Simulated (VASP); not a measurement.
Zn12Cu (a cell with a defect): single point with PBE

Crystal: Zn12Cu (a cell with a defect).

```
Zn Cu
1.0
     5.32000    0.00000    0.00000
    -3.99000    6.91088    0.00000
     0.00000    0.00000    4.93696
Zn Cu
12 1
Direct
  0.94707 0.01469 0.99301
  0.20521 0.12270 0.54647
  0.03233 0.35095 0.26632
  0.30925 0.62043 0.61225
  0.88803 0.62652 0.88627
  0.09283 0.80811 0.33795
  0.37984 0.92058 0.85063
  0.80807 0.27804 0.74082
  0.36593 0.37649 0.89284
  0.64062 0.47964 0.41344
  0.48813 0.68908 0.12111
  0.66980 0.97718 0.43038
  0.50836 0.17941 0.16167
```

The cell was built by a generator and needn't be a form met in nature.

| Item | Value |
| --- | --- |
| Program | VASP 6.6.1 |
| Task | single point |
| Functional | PBE |
| Potentials or basis | VASP PAW PBE potentials, release 64 (Zn, Cu) |
| Cutoff | 520 eV |
| k mesh | 2 × 2 × 2 |
| Occupations | fermi-dirac, width 0.15 eV |
| Spin | no spin polarisation |
| Dipole correction | no |
| Further INCAR settings | ALGO = Fast; EDIFF = 1e-06; NBANDS = 90 |

The pressure is 9.0 GPa, the largest force is 0.054 eV/Å and the band gap on the k mesh is none (metal or under the smearing width).

Forces in eV/Å, atoms in the order of the input:
```
Zn   0.005  0.011 -0.028
Zn  -0.019 -0.026  0.043
Zn   0.004 -0.024 -0.030
Zn  -0.001  0.010  0.002
Zn   0.001  0.004 -0.007
Zn  -0.010  0.008  0.008
Zn  -0.018  0.030 -0.021
Zn  -0.005 -0.011  0.032
Zn  -0.016 -0.010 -0.009
Zn   0.003  0.013 -0.011
Zn   0.003 -0.005  0.014
Zn   0.012  0.011  0.028
Cu   0.042 -0.011 -0.020
```

Stress tensor (GPa, compression positive):
```
 4.70 -0.86 -0.31
-0.86  9.72 -0.11
-0.31 -0.11 12.68
```

Levels at points of the mesh, in eV from the Fermi level:
| k point | band 74 | band 75 | band 76 | band 77 | band 78 | band 79 | band 80 | band 81 |
| --- | --- | --- | --- | --- | --- | --- | --- | --- |
| (0.00, 0.00, 0.00) | -1.99 | -1.30 | -0.57 | -0.03 | 0.20 | 1.06 | 1.20 | 1.98 |
| (0.50, 0.00, 0.00) | -1.55 | -1.47 | -1.18 | -0.97 | -0.88 | -0.25 | 0.69 | 1.38 |
| (0.00, 0.50, 0.00) | -2.32 | -2.20 | -2.01 | -1.73 | 0.62 | 0.84 | 1.88 | 2.25 |
| (0.50, 0.50, 0.00) | -1.82 | -1.53 | -0.07 | 0.34 | 0.44 | 0.61 | 2.03 | 2.22 |
| (0.00, 0.00, 0.50) | -2.23 | -2.10 | -1.70 | -0.80 | -0.75 | 0.49 | 1.67 | 2.23 |
| (0.50, 0.00, 0.50) | -1.99 | -0.74 | -0.59 | 0.65 | 0.97 | 1.37 | 2.20 | 2.84 |
| (0.00, 0.50, 0.50) | -1.68 | -1.21 | -1.03 | -0.84 | -0.68 | -0.53 | -0.40 | -0.14 |
| (0.50, 0.50, 0.50) | -2.88 | -2.66 | -2.33 | -1.94 | 3.46 | 3.78 | 4.23 | 4.45 |

Wall time 110 s on 1 thread of Intel(R) Xeon(R) 6975P-C (Granite Rapids), on a shared host, peak memory 0.34 GiB.

Caveat: the k mesh is coarse (spacing up to 0.68 Å⁻¹), so the values aren't converged.
